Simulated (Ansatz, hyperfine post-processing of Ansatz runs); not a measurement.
**Fermi-contact shifts in CoO**

How far does Co shift the 17O resonances of CoO at 330 K?

Calculated with Ansatz 0.2.0; DFT, PBEsol+U, plane-wave PAW, default files (PAW set soft_2), collinear spin, scalar-relativistic.

In doubt: where a d or f shell is part filled, a hybrid can land on a higher state (Ansatz), so the values of those runs are not to be relied on.

## (1) Starting point

It takes space group P6_3mc (No. 186, hexagonal). Conventional cell: a = 3.198 Å, b = 3.198 Å, c = 5.229 Å, α = 90.00°, β = 90.00°, γ = 120.00°. Co has 4 O at 1.96 to 1.97 Å nearest. Nearest to O lie 4 Co at 1.96 to 1.97 Å. Farther neighbours and most contacts between anions are not listed.

The cell is a computed entry of the Materials Project; it need not be the form that is stable at ambient conditions. The atoms were relaxed beforehand at this level of theory at fixed cell, with all moments parallel.

## (2) The ferromagnetic state

With all Co moments parallel, the spin density at each nucleus is that of the fully magnetised paramagnet. A Hubbard U holds the open shell closer to the ion than the plain functional does, which changes how much spin reaches the ligands.

The input, input.yaml:

```yaml
crystal:
  lattice:
    - [3.1976457435, 0.0, 0.0]
    - [-1.5988228718, 2.7692424462, 0.0]
    - [0.0, 0.0, 5.22870971]
  atoms:
    - { symbol: Co, position: [0.3333333333, 0.6666666667, 0.4992465291], spin: 3.0 }
    - { symbol: Co, position: [0.0, 0.0, -0.0007912], spin: 3.0 }
    - { symbol: O, position: [0.3333333333, 0.6666666667, 0.8757566618] }
    - { symbol: O, position: [0.0, 0.0, 0.3757890091] }
magnetization:
  spin_polarized: true
kpoints:
  mp_grid: { grid: [9, 9, 5] }
scf:
  lower_state_search: "off"
  occupations: { method: fermi_dirac, width: 0.02 }
hamiltonian:
  xc: pbesol
  hubbard: [{ species: Co, l: d, u_eff: 3.3 }]
output:
  efg:
    contact_densities: true
    quadrupole_moments_barn: { Co: 0.42, O: -0.02558 }
  forces: false
  write_density: true
  write_potential: true
  elf: true
  volumetric_format: npy
```

On the command line:

```console
> ansatz run input.yaml --threads 4 --pin off --max-ram 8192MiB --backend cpu --events-out ev --progress --plain --runs-dir out
```

Numbers of over 12 decimals in the logs are rounded to 6 here.

What it wrote:

```text
[a pick of lines, long numbers rounded; other set-up, energy and force rows are left out]
Functional definition: PBEsol
Crystal: 4 atoms, lattice volume = 46.301 Å³
Basis set: ecut = 420 eV, 917 PW (Γ)
Symmetry: 6 space group operations
Magnetic group: BNS 156.49 (UNI 1279), of the structure as read, at distance tolerance 3.6e-5 Å
k-points: 50 of 405 (time reversal used)
Functional: x = pbesol(κ = 0.804, μ = 0.123457), c = pbesol(β = 0.046)
SCF iter   1: F=—  HF=-11304.116536 eV  |F-HF|=—  |Δ(HF+E_count)|=         —  Δρ=2.63e-1 (↑6.72e-2 ↓2.63e-1)  dr2=3.77e1  dr2_m=4.79e0  M=4.127 μB ∫|m|=4.127 μB  β_m=0.30  ethr=3.10e-3  ⟨swp⟩=5.2  Hψ=12107  notcnv=0
preconditioner: auto → Kerker (q_TF=auto, 2.725 Å⁻¹)  [metal: Δε(μ)=0.008 eV  Ē_g=12.616 eV  σ=0.020 eV  W_gap=0.10  n_scr=22 (ndim 8)  ℏωp=29.9 eV  f_vac=0.000  D(μ)=6.17/eV (n_scr^D=98)]
SCF iter   2: F=—  HF=-11301.042730 eV  |F-HF|=—  |Δ(HF+E_count)|=    3.07e0  Δρ=5.23e-2 (↑5.23e-2 ↓4.65e-2)  dr2=1.67e0  dr2_m=2.33e-1  M=6.003 μB ∫|m|=6.005 μB  β_m=0.30  ethr=3.10e-3  ⟨swp⟩=3.0  Hψ=7457  notcnv=0  defer=313
SCF iter   3: F=—  HF=-11301.240945 eV  |F-HF|=—  |Δ(HF+E_count)|=   1.98e-1  Δρ=4.31e-2 (↑2.89e-2 ↓4.31e-2)  dr2=7.25e-1  dr2_m=2.63e-1  M=6.000 μB ∫|m|=6.000 μB  β_m=0.64  ethr=3.10e-3  ⟨swp⟩=2.4  Hψ=5261  notcnv=0  defer=351
SCF iter   4: F=—  HF=-11302.352397 eV  |F-HF|=—  |Δ(HF+E_count)|=    1.11e0  Δρ=2.87e-2 (↑1.31e-2 ↓2.87e-2)  dr2=2.85e-1  dr2_m=7.46e-2  M=6.000 μB ∫|m|=6.004 μB  β_m=0.81  ethr=1.58e-3  ⟨swp⟩=2.4  Hψ=4647  notcnv=0  defer=351
SCF iter   5: F=—  HF=-11302.837968 eV  |F-HF|=—  |Δ(HF+E_count)|=   4.86e-1  Δρ=1.62e-2 (↑5.72e-3 ↓1.62e-2)  dr2=7.76e-2  dr2_m=3.32e-2  M=6.000 μB ∫|m|=6.009 μB  β_m=0.82  ethr=6.19e-4  ⟨swp⟩=2.4  Hψ=6531  notcnv=0  defer=348
SCF iter   6: F=—  HF=-11302.934891 eV  |F-HF|=—  |Δ(HF+E_count)|=   9.69e-2  Δρ=5.29e-3 (↑2.61e-3 ↓5.29e-3)  dr2=1.84e-2  dr2_m=2.16e-3  M=6.000 μB ∫|m|=6.008 μB  β_m=0.91  ethr=1.69e-4  ⟨swp⟩=2.2  Hψ=4712  notcnv=0  defer=349
SCF iter   7: F=—  HF=-11302.936365 eV  |F-HF|=—  |Δ(HF+E_count)|=   1.47e-3  Δρ=1.99e-3 (↑1.68e-3 ↓1.99e-3)  dr2=3.38e-3  dr2_m=1.39e-4  M=6.000 μB ∫|m|=6.007 μB  β_m=0.78  ethr=3.99e-5  ⟨swp⟩=2.3  Hψ=5461  notcnv=0  defer=349
SCF iter   8: F=—  HF=-11302.936038 eV  |F-HF|=—  |Δ(HF+E_count)|=   3.27e-4  Δρ=9.45e-4 (↑7.00e-4 ↓9.45e-4)  dr2=5.77e-4  dr2_m=4.06e-5  M=6.000 μB ∫|m|=6.007 μB  β_m=0.80  ethr=7.36e-6  ⟨swp⟩=2.5  Hψ=5361  notcnv=0  defer=349
SCF iter   9: F=—  HF=-11302.936310 eV  |F-HF|=—  |Δ(HF+E_count)|=   2.72e-4  Δρ=3.00e-4 (↑1.49e-4 ↓3.00e-4)  dr2=5.96e-5  dr2_m=9.33e-6  M=6.000 μB ∫|m|=6.007 μB  β_m=0.77  ethr=1.25e-6  ⟨swp⟩=2.0  Hψ=4514  notcnv=0  defer=349
SCF iter  10: F=—  HF=-11302.936326 eV  |F-HF|=—  |Δ(HF+E_count)|=   1.61e-5  Δρ=1.15e-4 (↑8.13e-5 ↓1.15e-4)  dr2=8.93e-6  dr2_m=1.62e-6  M=6.000 μB ∫|m|=6.007 μB  β_m=0.88  ethr=1.29e-7  ⟨swp⟩=2.3  Hψ=4146  notcnv=0  defer=349
SCF iter  11: F=—  HF=-11302.936335 eV  |F-HF|=—  |Δ(HF+E_count)|=   9.33e-6  Δρ=8.16e-5 (↑3.72e-5 ↓8.16e-5)  dr2=3.45e-6  dr2_m=5.38e-7  M=6.000 μB ∫|m|=6.007 μB  β_m=0.94  ethr=1.94e-8  ⟨swp⟩=2.0  Hψ=4227  notcnv=0  defer=349
SCF iter  12: F=—  HF=-11302.936339 eV  |F-HF|=—  |Δ(HF+E_count)|=   3.30e-6  Δρ=2.91e-5 (↑1.06e-5 ↓2.91e-5)  dr2=2.48e-7  dr2_m=7.82e-8  M=6.000 μB ∫|m|=6.007 μB  β_m=0.97  ethr=7.50e-9  ⟨swp⟩=2.1  Hψ=4323  notcnv=0  defer=349
SCF iter  13: F=—  HF=-11302.936339 eV  |F-HF|=—  |Δ(HF+E_count)|=   4.13e-7  Δρ=1.09e-5 (↑8.77e-6 ↓1.09e-5)  dr2=1.07e-7  dr2_m=6.10e-9  M=6.000 μB ∫|m|=6.007 μB  β_m=0.96  ethr=2.17e-10  ⟨swp⟩=8.9  Hψ=12636  notcnv=0
iter 14 met the thresholds in force, and the SCF goes on: an eigenvalue changes by 1.08 meV, over its tolerance of 0.50 meV (output.eigenvalues, Limitations)
SCF iter  14: F=-11302.936339 eV  HF=-11302.936339 eV  |F-HF|=7.75e-8  |Δ(HF+E_count)|=   4.33e-8  Δρ=1.01e-5 (↑8.21e-6 ↓1.01e-5)  dr2=9.90e-8  dr2_m=2.37e-9  M=6.000 μB ∫|m|=6.007 μB  β_m=0.84  ethr=2.17e-10  ⟨swp⟩=3.0  Hψ=7629  notcnv=0
SCF iter  15: F=-11302.936339 eV  HF=-11302.936339 eV  |F-HF|=9.88e-10  |Δ(HF+E_count)|=   1.30e-8  Δρ=2.83e-6 (↑1.93e-6 ↓2.83e-6)  dr2=8.88e-9  dr2_m=3.33e-10  M=6.000 μB ∫|m|=6.007 μB  ethr=2.15e-10  ⟨swp⟩=1.0  Hψ=7808  notcnv=0
SCF 1 converged in 15 iterations: F = -11302.936339 eV  dr2 = 8.88e-9
SCF converged after 15 iterations
an eigenvalue changed by more than its tolerance at an iteration that met the thresholds in force, so the SCF went on 1 time: the last check found none over its tolerance
Magnetization: 6.0000 μB (26.0000 up, 20.0000 down)
Absolute magnetization: 6.0043 μB (∫|ρ↑−ρ↓|, with the PAW one-centre terms)
Per-site moments (μB) at R_I (Å): [(2.435758, 0.806753), (2.435770, 0.806749), (0.219444, 0.806749), (0.219460, 0.806753)]
Free energy (F): -11302.936339 eV
Fermi energy:    10.624428 eV
--- PAW observables at the nuclei: V_zz in 10²¹ V/m², potentials from the cell's mean, atoms counted from 1 ---
  atom   1  Co V_zz =    -0.393015   η = 0.0000   by run symmetry: allowed   C_q = -3.9913 MHz
            electrostatic potential = -3384.495785 V   contact ρ = 114428.148090 e/Å³   contact ρ_s (e/Å³): all electrons -2.155327, valence +4.651650
  atom   2  Co V_zz =    -0.389117   η = 0.0000   by run symmetry: allowed   C_q = -3.9517 MHz
            electrostatic potential = -3384.495222 V   contact ρ = 114428.144814 e/Å³   contact ρ_s (e/Å³): all electrons -2.154891, valence +4.652123
  atom   3  O  V_zz =    +0.214452   η = 0.0000   by run symmetry: allowed   C_q = -0.1326 MHz
            electrostatic potential = -624.052499 V   contact ρ = 2142.499565 e/Å³   contact ρ_s (e/Å³): all electrons +1.669688, valence +2.037923
  atom   4  O  V_zz =    +0.216604   η = 0.0000   by run symmetry: allowed   C_q = -0.1340 MHz
            electrostatic potential = -624.053476 V   contact ρ = 2142.500665 e/Å³   contact ρ_s (e/Å³): all electrons +1.669884, valence +2.038141
--- Band table (eV; the first three rows and the last of 100) ---
  k-point 0 ↑: bands = ["-85.7007", "-85.6994", "-49.1351", "-49.1351", "-49.1318", "-49.1318", "-49.0939", "-49.0741", "-8.7489", "-8.1393", "3.7769", "3.7769", "3.8065", "3.8351", "4.1390", "4.1390", "6.5889", "6.6984", "6.6984", "6.9814", "6.9814", "9.5974", "9.5974", "10.2425", "10.4442", "10.4442", "10.7892", "16.0422", "17.7378", "24.0604", "24.0604", "24.5705"]
  k-point 1 ↑: bands = ["-85.7006", "-85.6994", "-49.1348", "-49.1348", "-49.1321", "-49.1321", "-49.0921", "-49.0759", "-8.6898", "-8.1962", "3.6804", "3.7121", "3.8011", "3.8011", "4.0921", "4.0921", "6.7401", "6.7401", "6.9744", "6.9744", "7.0224", "9.6567", "9.6709", "9.6709", "10.3595", "10.3595", "11.5549", "15.3085", "18.4519", "23.2976", "24.0462", "24.0462"]
  k-point 2 ↑: bands = ["-85.7004", "-85.6995", "-49.1341", "-49.1341", "-49.1328", "-49.1328", "-49.0871", "-49.0809", "-8.5355", "-8.3467", "3.5074", "3.5434", "3.8737", "3.8737", "3.9838", "3.9838", "6.8380", "6.8380", "6.9308", "6.9308", "7.9309", "8.8580", "9.8749", "9.8749", "10.1396", "10.1396", "12.7477", "14.0565", "19.7465", "21.3848", "24.1268", "24.1268"]
  k-point 49 ↓: bands = ["-82.5955", "-82.5947", "-46.0976", "-46.0968", "-46.0938", "-46.0917", "-46.0627", "-46.0620", "-7.4336", "-7.4324", "4.8805", "4.8808", "5.1959", "5.1990", "6.7744", "6.7747", "9.2393", "9.3404", "9.3414", "9.4231", "11.7284", "11.8684", "12.7774", "12.7776", "13.3582", "13.3584", "19.0483", "19.0725", "19.3617", "19.3619", "21.0025", "21.0040"]
Occupation matrices written to <dir>
```

The job ended after 8.2 s (4 threads of Arm Neoverse V1, shared host; peak memory 0.47 GiB).

The cell holds 6.00 μB on 2 Co, so S = 1.50. The contact field is B = (2μ₀/3) μB ρ_s, 7.769 T for 1 e/Å³, and A_iso = γB/(2πS) sums over all ions. The valence part leaves out the polarisation of the shells that the files keep in the core (H has none; for Li and Na most or all inner electrons count as valence):

```csv
site,atom,atoms in cell,links to Co,field (T),valence part (T),A_iso (MHz)
O,3,2,bonded to 4 Co at 1.96 to 1.97 Å,13.0,15.8,-49.9
```

Spin density in the ac plane at fractional y = 0.667, with atoms of Co and O within 0.2 Å of it.

Values in e/Å³, 22 rows by 16 columns, each cell a mean:
```
0.0 0.0 0.0 0.1 0.1 0.2 0.2 0.1 0.0 0.0 0.0 0.0 0.1 0.1 0.1 0.1
0.0 0.0 0.0 0.1 0.3 0.3 0.3 0.2 0.1 0.0 0.0 0.0 0.0 0.0 0.0 0.0
0.0 0.0 0.0 0.2 0.3 0.4 0.4 0.3 0.1 0.0 0.0 0.0 0.0 0.0 0.0 0.0
0.0 0.0 0.0 0.1 0.2 0.3 0.3 0.2 0.1 0.0 0.0 0.0 0.0 0.0 0.0 0.0
0.0 0.0 0.0 0.0 0.1 0.1 0.1 0.1 0.0 0.0 0.0 0.0 0.0 0.0 0.0 0.0
0.0 0.0 0.0 0.0 0.0 0.0 0.0 0.0 0.0 0.0 0.0 0.0 0.0 0.0 0.0 0.0
0.0 0.0 0.0 0.0 0.1 0.1 0.1 0.0 0.0 0.0 0.0 0.0 0.0 0.0 0.0 0.0
0.0 0.0 0.1 0.1 0.2 0.4 0.4 0.2 0.1 0.0 0.0 0.0 0.0 0.0 0.0 0.0
0.0 0.1 0.1 0.3 0.7 1.4 1.3 0.5 0.2 0.1 0.1 0.0 0.0 0.0 0.0 0.0
0.1 0.1 0.4 0.8 2.4 4.9 4.4 1.7 0.6 0.2 0.1 0.0 0.0 0.0 0.0 0.0
0.1 0.2 0.5 1.4 4.4 8.6 7.6 3.1 1.0 0.3 0.1 0.0 0.0 0.0 0.0 0.0
0.0 0.1 0.3 0.9 3.1 6.0 5.2 2.2 0.7 0.3 0.1 0.0 0.0 0.0 0.0 0.0
0.0 0.0 0.1 0.3 1.1 2.1 1.8 0.8 0.3 0.1 0.0 0.0 0.0 0.0 0.0 0.0
0.0 0.0 0.0 0.2 0.4 0.6 0.6 0.3 0.1 0.0 0.0 0.0 0.0 0.0 0.0 0.0
0.0 0.0 0.0 0.1 0.2 0.2 0.2 0.1 0.1 0.0 0.0 0.0 0.0 0.0 0.0 0.0
0.0 0.0 0.0 0.0 0.1 0.1 0.1 0.1 0.0 0.0 0.0 0.0 0.0 0.0 0.0 0.0
0.0 0.0 0.0 0.0 0.0 0.0 0.0 0.0 0.0 0.0 0.0 0.0 0.0 0.0 0.0 0.0
0.0 0.0 0.0 0.0 0.0 0.0 0.0 0.0 0.0 0.0 0.0 0.0 0.0 0.0 0.0 0.0
0.0 0.0 0.0 0.0 0.0 0.0 0.0 0.0 0.0 0.0 0.0 0.0 0.0 0.1 0.1 0.0
0.0 0.0 0.0 0.0 0.0 0.0 0.0 0.0 0.0 0.0 0.0 0.0 0.1 0.1 0.1 0.1
0.1 0.0 0.0 0.0 0.0 0.0 0.0 0.0 0.0 0.0 0.0 0.1 0.1 0.2 0.2 0.1
0.1 0.0 0.0 0.0 0.0 0.0 0.0 0.0 0.0 0.0 0.0 0.1 0.1 0.2 0.2 0.1
```
Columns run along a (3.2 Å), rows up along c (5.2 Å). Atoms in or near the plane, at fractional coordinates: Co at (0.33, 0.50), O at (0.33, 0.88).

## (3) Reversing single moments

Above the ordering point the moments are not free: their couplings set the Weiss constant, which scales every shift. Reversing one ion measures these couplings, and shows at once how much of each shift that ion sends.

input.yaml, the sections that differ from step 2:

```yaml
crystal:
  lattice:
    - [3.1976457435, 0.0, 0.0]
    - [-1.5988228718, 2.7692424462, 0.0]
    - [0.0, 0.0, 5.22870971]
  atoms:
    - { symbol: Co, position: [0.3333333333, 0.6666666667, 0.4992465291], spin: -2.4 }
    - { symbol: Co, position: [0.0, 0.0, -0.0007912], spin: 2.4 }
    - { symbol: O, position: [0.3333333333, 0.6666666667, 0.8757566618] }
    - { symbol: O, position: [0.0, 0.0, 0.3757890091] }
output:
  efg:
    contact_densities: true
    quadrupole_moments_barn: { Co: 0.42, O: -0.02558 }
  forces: false
# magnetization, kpoints, scf, hamiltonian: as in step 2
```

What it wrote:

```text
[a pick of lines, long numbers rounded; other set-up, energy and force rows are left out]
[...]
atom   1  Co V_zz =    +1.248397   η = 0.0000   by run symmetry: allowed   C_q = +12.6782 MHz
[...]
atom   2  Co V_zz =    +1.250874   η = 0.0000   by run symmetry: allowed   C_q = +12.7033 MHz
[...]
atom   3  O  V_zz =    +0.627494   η = 0.0000   by run symmetry: allowed   C_q = -0.3881 MHz
[...]
atom   4  O  V_zz =    +0.629682   η = 0.0000   by run symmetry: allowed   C_q = -0.3895 MHz
[...]
Occupation matrices written to <dir>
```

It took 7.2 s on 4 threads; peak memory 0.43 GiB; 27 s of CPU time.

The parallel state has -11302.9363 eV at zero smearing. Each flip reverses one ion with all its periodic images. It gives an energy and, by half the change of the contact field, the share of that set of ions in each shift at 330 K (ppm; atoms of one site can get unlike shares):

```csv
atom reversed,energy (eV),change (meV),O
Co1,-11303.0265,-90.1,11300 / 32700
```

In mean-field theory Θ = ΔE (S + 1) / (6 S k_B): Θ = -291 K. Couplings between an ion and its own images are missing, and in this cell images lie no farther than 1.2 times the shortest distance between magnetic ions, so couplings that may matter are lost and this Θ is not relied on. Θ = 0 is used for the shifts.

## (4) Other levels of theory

Spin transfer to the ligands hangs on how far the functional delocalises the open shell, so other levels show how much the fields depend on it.

Contact fields (T) with all moments parallel; times on 4 threads of Arm Neoverse V1, shared host. PBE0 ran on a 6×6×3 mesh, against 9×9×5 for the first row.

| level | moment (μB) | time | O |
| --- | --- | --- | --- |
| PBEsol +U Co 3.3 eV | 6.00 | 8.2 s | 13.0 |
| PBEsol +U Co 5 eV | 6.00 | 6.9 s | 11.6 |
| PBEsol (gap closed) | 5.85 | 6.3 s | 15.8 |
| PBE0 (in doubt) | 6.00 | 36 s | 13.7 |

## (5) Scaling to the paramagnet

The shift is δ = B · g μB (S + 1) / (3 k_B (T − Θ)) with g = 2; at 330 K and Θ = 0 K one tesla gives 3392 ppm. The anisotropy is a sum over point dipoles on the Co ions, scaled alike; on atoms bound to Co, spin in their own p shell adds an anisotropy that this leaves out.

```csv
site,nucleus,δ_iso (ppm),with the calculated Θ,reduced anisotropy (ppm),asymmetry
O,17O,44000,23400,13,0.00
```

The reduced anisotropy is δ_zz − δ_iso, with zz the principal value farthest from δ_iso. The Weiss constant adds its own doubt: exchange couplings from semilocal functionals with a U can miss even their sign, and a Θ lower by 100 K would lower every shift by 23 %.

## (6) Summary of results

```json
{
 "spin of Co": "1.50",
 "Weiss constant, mean field (rough, not used)": "-291 K",
 "17O contact shift at 330 K, Θ = 0 K": "44000 ppm"
}
```

In words: At 330 K the Co moments shift 17O on O by 44000 ppm, scaled with a pure Curie law. No measured Weiss constant is at hand, and the one from single flips is too rough to scale with, so the shifts are given for a pure Curie law; the couplings found are strong, so their size is uncertain by a factor of two or more. The flip reverses only 6 of the 12 nearest couplings; if all are alike and farther ones are small, Θ would be near -581 K, and at 330 K every shift would be 0.36 times the value at Θ = 0. The calculated Θ of -291 K would multiply them by 0.53. Over the levels shown that keep the moment and carry no mark, the field at O runs from 11.6 T (PBEsol +U Co 5 eV) to 13.0 T (PBEsol +U Co 3.3 eV). Some levels end with another total moment, so their fields belong to another state. 2 further runs of this session (trial settings, or flips that did not finish) are not shown. All this holds only well above the ordering temperature and the strongest exchange, neither of which is computed. The orbital (chemical) shift and the pseudocontact shift from g anisotropy are not included. The moment is taken as spin only; Co in this state can carry an orbital part, which raises the real effective moment. For anions bound to the magnetic ion the point-dipole anisotropy lacks the spin in their own p orbitals, and their lines are broad and relax fast. The dipole sum is for a spherical crystallite; bulk susceptibility, which broadens real lines, and quadrupolar couplings are left out.

[Logs are printed without paths, hosts, clocks, repeated set-up lines and the standing remarks that a program may print on its own settings, such as how far it seeks lower states.]

[Hosts, paths, dates, database ids (printed as entryN), source tags and the programs' standing remarks are cut or masked in the printed files.]
